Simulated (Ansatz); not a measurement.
Levels of theory for TiSe2 (P-3m1)

Measured values to be reproduced:
- lattice constant a: 3.5395 ± 0.0003 Å (a, high-temperature phase; 300 K; synchrotron single-crystal XRD; “Effect of Cu intercalation and pressure on excitonic interaction in 1T-TiSe2”, 2019, arxiv:1902.02046)
- lattice constant c: 6.0082 ± 0.0004 Å (c, high-temperature phase; 300 K; synchrotron single-crystal XRD; “Effect of Cu intercalation and pressure on excitonic interaction in 1T-TiSe2”, 2019, arxiv:1902.02046)

The calculated numbers come from the plane-wave code Ansatz. No magnetic order and no zero-point or thermal motion.

TiSe2 (a database entry that may be a prediction), relaxed with r2SCAN+rVV10. The symmetry is P-3m1 (No. 164, trigonal); conventional cell a = 3.542 Å, c = 6.092 Å, 22.06 Å³ an atom. Ti is surrounded by 6 Se at 2.55 Å; Se is surrounded by 3 Ti at 2.55 Å.

```cif
data_structure
_symmetry_space_group_name_H-M 'P-3m1'
_symmetry_Int_Tables_number 164
_cell_length_a 3.5420
_cell_length_b 3.5420
_cell_length_c 6.0915
_cell_angle_alpha 90.000
_cell_angle_beta 90.000
_cell_angle_gamma 120.000
_cell_volume 66.18
loop_
_atom_site_label
_atom_site_type_symbol
_atom_site_symmetry_multiplicity
_atom_site_Wyckoff_symbol
_atom_site_fract_x
_atom_site_fract_y
_atom_site_fract_z
_atom_site_occupancy
Ti1 Ti 1 a 0.00000 0.00000 0.00000 1
Se1 Se 2 d 0.33333 0.66667 0.24987 1
```

Relaxed lattice by functional, symmetry kept:

| functional | k mesh | a (Å) | c (Å) | volume (Å³/atom) |
| --- | --- | --- | --- | --- |
| PBE-D3(BJ) | 12×12×4 | 3.483 | 5.848 | 20.48 |
| r2SCAN+rVV10 | 12×12×4 | 3.542 | 6.092 | 22.06 |
| PBE-D4 | 12×12×4 | 3.504 | 5.921 | 20.99 |

On this one geometry the levels give:

| level | k mesh | gap (eV) | kind | edges | least direct gap (eV) | rough cost |
| --- | --- | --- | --- | --- | --- | --- |
| LDA | 12×12×4 | none (overlap 0.59) | – | – | – | 6 core-seconds |
| PBE | 12×12×4 | none (overlap 0.58) | – | – | – | 7 core-seconds |
| PBE+SOC | 12×12×4 | none (overlap 0.57) | – | – | – | 50 core-seconds |
| r2SCAN | 12×12×4 | none (overlap 0.38) | – | – | – | 14 core-seconds |

All runs use a smearing of 0.02 eV.
Wave cutoffs: 420 eV, 500 eV (r2SCAN).
Costs come from shared machines and give only the order; PBE's includes the band path. The runs had 2 threads of Arm Neoverse V2, with other jobs on the host.

With r2SCAN the bands overlap by 0.38 eV (counted from 1, band 22 peaks at Γ and band 23 bottoms out at L): no gap. PBE+SOC gives no gap: the lowest nominally empty band dips 0.57 eV below the top of the last filled one (its bottom at L, the top at Γ), so the cell is a metal or semimetal at this level.

No level opens a gap, but no hybrid is among them, and semilocal functionals can close a real gap.

Comparison with experiment:
- Lattice constant a, measured 3.5395 Å: PBE-D3(BJ) 3.483 (-1.6 %), r2SCAN+rVV10 3.542 (+0.1 %), PBE-D4 3.504 (-1.0 %).
- Lattice constant c, measured 6.0082 Å: PBE-D3(BJ) 5.848 (-2.7 %), r2SCAN+rVV10 6.092 (+1.4 %), PBE-D4 5.921 (-1.4 %).
The calculated lattice is static; the measured one holds thermal expansion and zero-point motion. Reports marked as nanostructured, strained, doped, implanted or mixed samples, and transport gaps, were set aside.

Only the levels marked +SOC include spin-orbit coupling.
